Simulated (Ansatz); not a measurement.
# B — coordination and 10B quadrupole coupling

Cell: a structure deposited in the COD, ions relaxed with PBE at fixed cell.

```cif
data_B
_symmetry_space_group_name_H-M 'R-3m:H'
_symmetry_Int_Tables_number 166
_cell_length_a 4.9179
_cell_length_b 4.9179
_cell_length_c 12.5805
_cell_angle_alpha 90.000
_cell_angle_beta 90.000
_cell_angle_gamma 120.000
loop_
_atom_site_label
_atom_site_type_symbol
_atom_site_symmetry_multiplicity
_atom_site_Wyckoff_symbol
_atom_site_fract_x
_atom_site_fract_y
_atom_site_fract_z
B1 B 18 h 0.7852 0.2148 0.2248
B7 B 18 h 0.8631 0.1369 0.3575
```

One atom of each set is listed; the run and its k-mesh use a cell of 12 atoms with edges of 5.06, 5.06, 5.06 Å.

Method: Kohn–Sham DFT in Ansatz, PBE, plane waves and PAW, scalar-relativistic, 420 eV cutoff, Γ-centred 8×8×8 k-points, Fermi–Dirac smearing 0.05 eV.

Q(10B) = 84.59 mb.

(1) Rank these B sites by |C_Q|, smallest first.
A. B7: 7 B at 1.78–2.02 Å
B. B1: 6 B at 1.68–1.80 Å

Results:

(1) A (1.72 MHz, η = 0.43), B (2.95 MHz, η = 0.21).

Like point charges on the first shell alone (each adding as 1/d³) would give the same order.
